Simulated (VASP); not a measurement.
# TiN (Fm-3m) in VASP: notebook

Runs on TiN. Level: PBE. Tasks: relaxation of cell and atoms.

All numbers are computed with VASP 6.6.1; they aren't measurements. Logs are shortened: lines on timing, memory, paths and dates and some standing lists are left out, and cuts for length are marked.

**1. Starting point**

Symmetry: Fm-3m, No. 225, cubic system. Conventional cell: a = 4.238 Å, b = 4.238 Å, c = 4.238 Å, α = 90.00°, β = 90.00°, γ = 90.00°. Around Ti (site symmetry m-3m) lie 6 N at 2.12 Å. N (site symmetry m-3m) is surrounded by 6 Ti at 2.12 Å.

**2. Relaxation of cell and atoms, PBE**

Contents of INCAR:

```
SYSTEM = TiN
  ALGO = Normal
  EDIFF = 1E-7
  EDIFFG = -0.002
  ENCUT = 520
  GGA = PE
  IBRION = 2
  ISIF = 3
  ISMEAR = 0
  LASPH = .True.
  LCHARG = .False.
  LREAL = .False.
  LWAVE = .False.
  NELM = 100
  NSW = 80
  PREC = Accurate
  SIGMA = 1.0
```

Contents of KPOINTS:

```
k-points
0
Gamma
  12 12 12
  0 0 0
```

Contents of POSCAR:

```
TiN
1.0
    0.0000000000      2.1190000000      2.1190000000
    2.1190000000      0.0000000000      2.1190000000
    2.1190000000      2.1190000000      0.0000000000
Ti N
1 1
Direct
    0.0000000000      0.0000000000      0.0000000000
    0.5000000000      0.5000000000      0.5000000000
```

Potentials or basis: VASP PAW PBE potentials, release 64 (Ti_sv, N).

The run is started by

```bash
$ cat potpaw_PBE.64/Ti_sv/POTCAR potpaw_PBE.64/N/POTCAR > POTCAR
$ mpirun -np 1 vasp_std > vasp.out
```

OUTCAR:

```text
SYSTEM = TiN
   EDIFF = 1E-7
   EDIFFG = -0.002
   ENCUT = 520
   GGA = PE
   IBRION = 2
   ISIF = 3
   ISMEAR = 0
   LASPH = .True.
   LREAL = .False.
   NELM = 100
   NSW = 80
   PREC = Accurate

 ion  position               nearest neighbor table
   1  0.000  0.000  0.000-   2 2.12   2 2.12   2 2.12   2 2.12   2 2.12   2 2.12
   2  0.500  0.500  0.500-   1 2.12   1 2.12   1 2.12   1 2.12   1 2.12   1 2.12

  LATTYP: Found a face centered cubic cell.
 ALAT       =     4.2380000000

  Lattice vectors:

 A1 = (   0.0000000000,   2.1190000000,   2.1190000000)
 A2 = (   2.1190000000,   0.0000000000,   2.1190000000)
 A3 = (   2.1190000000,   2.1190000000,   0.0000000000)

Analysis of symmetry for initial positions (statically):
=====================================================================
 Subroutine PRICEL returns:
 Original cell was already a primitive cell.

 Routine SETGRP: Setting up the symmetry group for a
 face centered cubic supercell.

 Subroutine GETGRP returns: Found 48 space group operations
 (whereof 48 operations were pure point group operations)
 out of a pool of 48 trial point group operations.

The static configuration has the point symmetry O_h .

Analysis of symmetry for dynamics (positions and initial velocities):
=====================================================================
 Subroutine PRICEL returns:
 Original cell was already a primitive cell.

 Routine SETGRP: Setting up the symmetry group for a
 face centered cubic supercell.

 Subroutine GETGRP returns: Found 48 space group operations
 (whereof 48 operations were pure point group operations)
 out of a pool of 48 trial point group operations.

The dynamic configuration has the point symmetry O_h .

 Subroutine INISYM returns: Found 48 space group operations
 (whereof 48 operations are pure point group operations),
 and found     1 'primitive' translations

----------------------------------------------------------------------------------------

                                     Primitive cell

  volume of cell :      19.0293

  direct lattice vectors                    reciprocal lattice vectors
     0.000000000  2.119000000  2.119000000    -0.235960359  0.235960359  0.235960359
     2.119000000  0.000000000  2.119000000     0.235960359 -0.235960359  0.235960359
     2.119000000  2.119000000  0.000000000     0.235960359  0.235960359 -0.235960359

  length of vectors
     2.996718539  2.996718539  2.996718539     0.408695330  0.408695330  0.408695330

  position of ions in fractional coordinates (direct lattice)
     0.000000000  0.000000000  0.000000000
     0.500000000  0.500000000  0.500000000

  ion indices of the primitive-cell ions
   primitive index   ion index
                 1           1
                 2           2

----------------------------------------------------------------------------------------

 KPOINTS: k-points

Automatic generation of k-mesh.
 Grid dimensions read from file:
 generate k-points for:   12   12   12

 Generating k-lattice:

  Cartesian coordinates                     Fractional coordinates (reciprocal lattice)
    -0.019663363  0.019663363  0.019663363     0.083333333  0.000000000  0.000000000
     0.019663363 -0.019663363  0.019663363     0.000000000  0.083333333  0.000000000
     0.019663363  0.019663363 -0.019663363     0.000000000  0.000000000  0.083333333

  Length of vectors
     0.034057944  0.034057944  0.034057944

  Shift w.r.t. Gamma in fractional coordinates (k-lattice)
     0.000000000  0.000000000  0.000000000

 Subroutine IBZKPT returns following result:
 ===========================================

 Found     72 irreducible k-points:

 Following reciprocal coordinates:
            Coordinates               Weight
  0.000000  0.000000  0.000000      1.000000
  0.083333  0.000000  0.000000      8.000000
  0.166667  0.000000  0.000000      8.000000
  0.250000  0.000000  0.000000      8.000000
  0.333333  0.000000  0.000000      8.000000
  0.416667  0.000000  0.000000      8.000000
[... 16 lines left out ...]
  0.500000  0.166667  0.000000     24.000000
 -0.416667  0.166667  0.000000     24.000000
 [... further k-points ...]
   k-points           NKPTS =     72   k-points in BZ     NKDIM =     72   number of bands    NBANDS=     12
   number of dos      NEDOS =    301   number of ions     NIONS =      2
   total plane-waves  NPLWV =  13824
   dimension x,y,z NGX =    24 NGY =   24 NGZ =   24
   dimension x,y,z NGXF=    48 NGYF=   48 NGZF=   48
   ions per type =               1   1
   NGX,Y,Z   is equivalent  to a cutoff of  13.31, 13.31, 13.31 a.u.
   NGXF,Y,Z  is equivalent  to a cutoff of  26.63, 26.63, 26.63 a.u.
 SYSTEM =  TiN
   PREC   = accura    normal or accurate (medium, high low for compatibility)
   ISTART =      0    job   : 0-new  1-cont  2-samecut
   ICHARG =      2    charge: 1-file 2-atom 10-const
   ISPIN  =      1    spin polarized calculation?
   LNONCOLLINEAR =      F non collinear calculations
   LSORBIT =      F    spin-orbit coupling
   LASPH  =      T    aspherical Exc in radial PAW
   ENCUT  =  520.0 eV  38.22 Ry    6.18 a.u.   5.57  5.57  5.57*2*pi/ulx,y,z
   NELM   =    100;   NELMIN=  2; NELMDL= -5     # of ELM steps
   EDIFF  = 0.1E-06   stopping-criterion for ELM
   LREAL  =      F    real-space projection
   EDIFFG = -.2E-02   stopping-criterion for IOM
   NSW    =     80    number of steps for IOM
   IBRION =      2    ionic relax: 0-MD 1-quasi-New 2-CG
   NFREE  =      1    steps in history (QN), initial steepest desc. (CG)
   ISIF   =      3    stress and relaxation
   ISYM   =      2    0-nonsym 1-usesym 2-fastsym
   POTIM  = 0.5000    time-step for ionic-motion
   TEBEG  =    0.0;   TEEND  =   0.0 temperature during run
   PSTRESS=    0.0 pullay stress
   NELECT =      17.0000    total number of electrons
   NUPDOWN=      -1.0000    fix difference up-down
   EMIN   =  10.00;   EMAX   =-10.00  energy-range for DOS
   EFERMI =   0.00;   METHOD = LEGACY
   ISMEAR =     0;   SIGMA  =   1.00  broadening in eV -4-tet -1-fermi 0-gaus
   EFERMI_NEDOS =   21; number of points for ismear=-14 and -15
   IALGO  =     38    algorithm
   IMIX   =      4    mixing-type and parameters
     AMIX     =   0.40;   BMIX     =  1.00
     AMIX_MAG =   1.60;   BMIX_MAG =  1.00
  volume/ion in A,a.u.               =       9.51        64.21
  Fermi-wavevector in a.u.,A,eV,Ry     =   1.576704  2.979539 33.824024  2.485996
  Thomas-Fermi vector in A             =   2.677497
   LORBIT       =      0    0 simple, 1 ext, 2 COOP (PROOUT), +10 PAW based schemes
   GGA     = PE    functional components
   LHFCALC =     F    Hartree Fock is set to
   AEXX    =    0.0000 exact exchange contribution
   IVDW    =     0    specifies the selected vdW correction
   LEPSILON=     F    determine dielectric tensor
   LRPA    =     F    only Hartree local field effects (RPA)
 conjugate gradient relaxation of ions
 non-spin polarized calculation
 Gauss-broadening in eV      SIGMA  =   1.00
  energy-cutoff  :      520.00
  volume of cell :       19.03
 maximum number of plane-waves:       532
 NGX is ok and might be reduce to    24
   NGX = 11   NGY = 11   NGZ = 11

--------------------------------------- Ionic step        1  -------------------------------------------

 number of electron      17.0000002 magnetization

 Free energy of the ion-electron system (eV)
  ---------------------------------------------------
  ext. energy  EPLUGINS =         0.00000000
  ---------------------------------------------------
  free energy    TOTEN  =       -19.84707050 eV

  energy without entropy =      -19.42524634  energy(sigma->0) =      -19.63615842

------------------------ aborting loop because EDIFF is reached ----------------------------------------

  FORCE on cell =-STRESS in cart. coord.  units (eV):
  Direction    XX          YY          ZZ          XY          YZ          ZX
  --------------------------------------------------------------------------------------
  -------------------------------------------------------------------------------------
  Total        0.5702208      0.5702208      0.5702208      0.0000000     -0.0000000      0.0000000
  in kB       48.0098978     48.0098978     48.0098978      0.0000000     -0.0000000      0.0000000
  external PRESSURE =      48.0098978 kB  Pullay stress =       0.0000000 kB
[... 89 lines left out ...]
  FREE ENERGIE OF THE ION-ELECTRON SYSTEM (eV)
  ---------------------------------------------------
  free  energy   TOTEN  =       -19.8520454676 eV

  energy  without entropy=      -19.4191849266  energy(sigma->0) =      -19.63561520

[... ionic steps 4 to 13 ...]

--------------------------------------- Ionic step       14  -------------------------------------------

 number of electron      17.0000003 magnetization

------------------------ aborting loop because EDIFF is reached ----------------------------------------

  FORCE on cell =-STRESS in cart. coord.  units (eV):
  Direction    XX          YY          ZZ          XY          YZ          ZX
  --------------------------------------------------------------------------------------
  -------------------------------------------------------------------------------------
  Total        0.0078604      0.0078604      0.0078604      0.0000000      0.0000000      0.0000000
  in kB        0.6503846      0.6503846      0.6503846      0.0000000      0.0000000      0.0000000
  external PRESSURE =       0.6503846 kB  Pullay stress =       0.0000000 kB
[... 57 lines left out ...]
  energy  without entropy=      -19.4192891389  energy(sigma->0) =      -19.63566734

--------------------------------------- Ionic step       16  -------------------------------------------

 number of electron      17.0000003 magnetization

 Free energy of the ion-electron system (eV)
  ---------------------------------------------------
  ext. energy  EPLUGINS =         0.00000000
  ---------------------------------------------------
  free energy    TOTEN  =       -19.85204556 eV

  energy without entropy =      -19.41919494  energy(sigma->0) =      -19.63562025

 E-fermi :  11.1348     XC(G=0): -12.9304

 val. band max:       11.0833115257   @ k =  -0.4167   0.3333   0.0833
 cond. band min:      11.1359362214   @ k =   0.4167   0.1667   0.0000
 fundamental gap:      0.0526246957
 Fermi energy:        11.1347673695

 k-point     1 :       0.0000    0.0000    0.0000
  band No.  band energies     occupation
      1     -46.5814      2.00000
      2     -22.5752      2.00000
      3     -22.5752      2.00000
      4     -22.5752      2.00000
      5      -5.7601      2.00000
      6       9.2258      1.99306
      7       9.2258      1.99306
      8       9.2258      1.99306
      9      10.6826      1.47746
     10      10.6826      1.47746
     11      10.6826      1.47746
     12      11.8542      0.30897
[... 331 lines left out ...]
 k-point    24 :      -0.4167    0.1667    0.0000
  band No.  band energies     occupation
      1     -46.4818      2.00000
      2     -23.1201      2.00000
      3     -22.7348      2.00000
      4     -22.6501      2.00000
      5      -3.5514      2.00000
      6       3.8511      2.00000
      7       5.8921      2.00000
      8       6.0584      2.00000
      9      12.5158      0.05080
     10      12.8356      0.01616
     11      13.3317      0.00189
     12      15.6420      0.00000

 [... further k-points ...]
[... 5 lines left out ...]
  --------------------------------------------------------------------------------------
  -------------------------------------------------------------------------------------
  Total        0.0007339      0.0007339      0.0007339      0.0000000     -0.0000000      0.0000000
  in kB        0.0607065      0.0607065      0.0607065      0.0000000     -0.0000000      0.0000000
  external PRESSURE =       0.0607065 kB  Pullay stress =       0.0000000 kB
[... 17 lines left out ...]
  FREE ENERGIE OF THE ION-ELECTRON SYSTEM (eV)
  ---------------------------------------------------
  free  energy   TOTEN  =       -19.8520455646 eV

  energy  without entropy=      -19.4191949428  energy(sigma->0) =      -19.63562025

 reached required accuracy - stopping structural energy minimisation
```

Wall time 38 s (1 thread of Intel Xeon 6975P-C (Granite Rapids), shared host); peak memory 0.15 GiB.

Results:

```yaml
Free_energy: -19.8520 eV
Relaxed_volume: 9.68 Å³/atom
Relaxed_cell: a = 3.014 Å, b = 3.014 Å, c = 3.014 Å, α = 60.00°, β = 60.00°, γ = 60.00°
Space_group_after_relaxing_to_0.05_Å: Fm-3m (No. 225)
Energy_gained_by_relaxing: 2.5 meV/atom
Ionic_steps: 16
Pressure_after_relaxing: 0.0 GPa
Band_gap_on_the_k_mesh: none (metal or under the smearing width)
```

Step by step:
```
step  energy change (eV)  largest force (eV/Å)  pressure (GPa)  volume (Å³)
   1              0.0000                0.0000            4.80        19.03
   2              0.0036                0.0000           -5.85        19.83
   3             -0.0050                0.0000           -0.05        19.37
   4             -0.0050                0.0000            0.07        19.36
   5             -0.0050                0.0000            0.07        19.36
   6             -0.0050                0.0000            0.08        19.36
   7             -0.0050                0.0000            0.07        19.36
   8             -0.0050                0.0000            0.07        19.36
   9             -0.0050                0.0000            0.07        19.36
  10             -0.0050                0.0000            0.07        19.36
  11             -0.0050                0.0000            0.07        19.36
  12             -0.0050                0.0000            0.07        19.36
  13             -0.0050                0.0000            0.07        19.36
  14             -0.0050                0.0000            0.07        19.36
  15             -0.0050                0.0000            0.04        19.37
  16             -0.0050                0.0000            0.01        19.37
```

Final structure:
```xyz
2
Lattice="0.0000 2.1315 2.1315 2.1315 0.0000 2.1315 2.1315 2.1315 0.0000" Properties=species:S:1:pos:R:3 pbc="T T T"
Ti    0.0000    0.0000    0.0000
N     2.1315    2.1315    2.1315
```

Levels at points of the mesh, in eV from the Fermi level:
| k point | band 5 | band 6 | band 7 | band 8 | band 9 | band 10 | band 11 | band 12 |
| --- | --- | --- | --- | --- | --- | --- | --- | --- |
| (0.00, 0.00, 0.00) | -16.89 | -1.91 | -1.91 | -1.91 | -0.45 | -0.45 | -0.45 | 0.72 |
| (0.50, 0.00, 0.00) | -14.50 | -7.87 | -5.27 | -5.27 | 1.80 | 1.80 | 2.45 | 5.76 |
| (0.50, 0.50, 0.00) | -15.49 | -5.68 | -3.09 | -3.09 | -2.86 | 1.76 | 2.49 | 2.49 |

**3. Relaxation of cell and atoms, PBE**

This run uses another cell than the first one, of 9.68 Å³/atom, 1.018 times its volume.

INCAR is that of step 2.

KPOINTS is that of step 2.

Contents of POSCAR:

```
TiN                                     
1.0
   -0.0000000000      2.1315004242      2.1315004242
    2.1315004242     -0.0000000000      2.1315004242
    2.1315004242      2.1315004242     -0.0000000000
  Ti              N             
     1     1
Direct
     0.0000000000000000    0.0000000000000000    0.0000000000000000
     0.5000000000000000    0.5000000000000000    0.5000000000000000
```

Potentials or basis: VASP PAW PBE potentials, release 64 (Ti_sv, N).

The run is started by

```bash
$ cat potpaw_PBE.64/Ti_sv/POTCAR potpaw_PBE.64/N/POTCAR > POTCAR
$ mpirun -np 1 vasp_std > vasp.out
```

Run time: 7.6 s. Hardware: 1 thread of Intel Xeon 6975P-C (Granite Rapids), shared host; peak memory 0.14 GiB.

It converged, with:

- Free energy: -19.8524 eV
- Pressure after relaxing: 0.0 GPa
- Band gap on the k mesh: none (metal or under the smearing width)

Final structure:
```
CELL_PARAMETERS angstrom
0.00000 2.13150 2.13150
2.13150 0.00000 2.13150
2.13150 2.13150 0.00000
ATOMIC_POSITIONS crystal
Ti 0.00000 0.00000 0.00000
N 0.50000 0.50000 0.50000
```

Levels at points of the mesh, in eV from the Fermi level:
```
           k point  band 5  band 6  band 7  band 8  band 9  band 10  band 11  band 12
(0.00, 0.00, 0.00)  -16.89   -1.91   -1.91   -1.91   -0.45    -0.45    -0.45     0.72
(0.50, 0.00, 0.00)  -14.50   -7.87   -5.27   -5.27    1.80     1.80     2.45     5.76
(0.50, 0.50, 0.00)  -15.49   -5.68   -3.09   -3.09   -2.86     1.76     2.49     2.49
```

Caveat: the relaxation stopped at its first step, so nothing moved.
